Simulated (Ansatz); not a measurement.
Runs of Ansatz 0.2.0 on MoS2. It takes space group P-3m1 (No. 164, trigonal). The conventional cell has a = 3.227 Å, b = 3.227 Å, c = 6.312 Å, α = 90.00°, β = 90.00°, γ = 120.00°. Around Mo (site symmetry -3m) lie 6 S at 2.42 Å. S (site symmetry 3m) is surrounded by 3 Mo at 2.42 Å. Measurements of this composition are mostly on another form, of space group No. 194.

| share of exact exchange | gap on the mesh (eV) | pressure (GPa) | largest force (eV/Å) |
| --- | --- | --- | --- |
| 0.1 | none | -0.6 | (b) |
| 0.15 | none | (c) | (a) |
| 0.05 | none | 0.3 | 0.03 |
| 0.2 | none | -2.3 | 0.27 |

Alike in all rows: task single point; level HSE06 form with a typed share of exact exchange; potentials or basis Ansatz PAW; no spin polarisation; cell as given; k mesh 5 × 5 × 2; cutoff (eV) 420; smearing fermi-dirac 0.05 eV; the mesh is coarse, so values aren't converged.

Task: Estimate the missing entries.

Result: (a) 0.17; (b) 0.07; (c) -1.4.

Caveats: all runs use coarse meshes; the PAW data sets come from PBE, with cores solved anew for the run's functional, which leaves a small shift of forces and pressure; the thresholds are loose for stress.

A k mesh can miss the band edges, and the runs leave out spin-orbit coupling on Mo.

A gap of «none» marks a metal or a gap under the smearing width.
